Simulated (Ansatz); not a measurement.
The system is H.

```
H
1.0
     2.64964    0.00000    0.00000
     0.00000    2.64964    0.00000
     0.00000    0.00000    0.98049
H
1
Cartesian
  0.0000 0.0000 0.4902
```

```yaml
Program: Ansatz 0.2.0
Task: single point
Functional: PBE
Potentials_or_basis: Ansatz PAW
Cutoff: "420 eV (not typed: the program's choice for these potentials)"
k_mesh: 10 × 10 × 26
Occupations: fermi-dirac, width 0.05 eV
Spin: no spin polarisation
```

On this cell: pressure 1.9 GPa.

The same run follows on a disturbed copy (cell strained at random at fixed volume):

```xyz
1
Lattice="2.6464 0.0164 0.0086 0.0164 2.6747 0.0221 0.0032 0.0082 0.9726" Properties=species:S:1:pos:R:3 pbc="T T T"
H     0.0174    0.0277    0.4643
```

**Question.** What does the disturbed cell give?

**Answer.** The energy (extrapolated to zero smearing) moves by -0.3 meV/atom; pressure 2.7 GPa.

Stress tensor (GPa, compression positive):
```
2.61 0.03 0.00
0.03 2.36 0.01
0.00 0.01 3.06
```
